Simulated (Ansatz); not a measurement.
CoO:

```
Co O
1.0
     0.00000    2.13150    2.13150
     2.13150    0.00000    2.13150
     2.13150    2.13150    0.00000
Co O
1 1
Direct
  0.00000 0.00000 0.00000
  0.50000 0.50000 0.50000
```

```yaml
Program: Ansatz 0.2.0
Task: relaxation of cell and atoms
Functional: RPBE
Potentials_or_basis: all-electron LAPW, scalar-relativistic
Basis_error_allowed: 0.001 eV/atom
k_mesh: 11 × 11 × 11
Occupations: fermi-dirac, width 0.05 eV
Spin: collinear spin, ferromagnetic start
Starting_moments: "[2.0, 0.0] μB"
```

At the start: volume 9.68 Å³/atom.

Q: Where does the relaxation end?

A: Over 4 steps the energy falls by 3.1 meV/atom and the volume is 9.92 Å³/atom (+2.4 %); space group Fm-3m (No. 225, to 0.05 Å); moment 2.98 μB per cell.

Step by step:
| step | energy change (eV) | largest force (eV/Å) | volume (Å³) |
| --- | --- | --- | --- |
| 1 | 0.0000 | 0.0000 | 19.37 |
| 2 | -0.0046 | 0.0000 | 19.61 |
| 3 | -0.0061 | 0.0000 | 19.84 |
| 4 | -0.0061 | 0.0000 | 19.84 |

Final structure:
```cif
data_structure
_symmetry_space_group_name_H-M 'P 1'
_symmetry_Int_Tables_number 1
_cell_length_a 3.0388
_cell_length_b 3.0388
_cell_length_c 3.0388
_cell_angle_alpha 60.000
_cell_angle_beta 60.000
_cell_angle_gamma 60.000
_cell_volume 19.84
loop_
_atom_site_label
_atom_site_type_symbol
_atom_site_fract_x
_atom_site_fract_y
_atom_site_fract_z
_atom_site_occupancy
Co1 Co 0.00000 0.00000 0.00000 1
O1 O 0.50000 0.50000 0.50000 1
```

Caveat: a cell with one magnetic atom can't hold antiferromagnetic order, which such compounds often take.
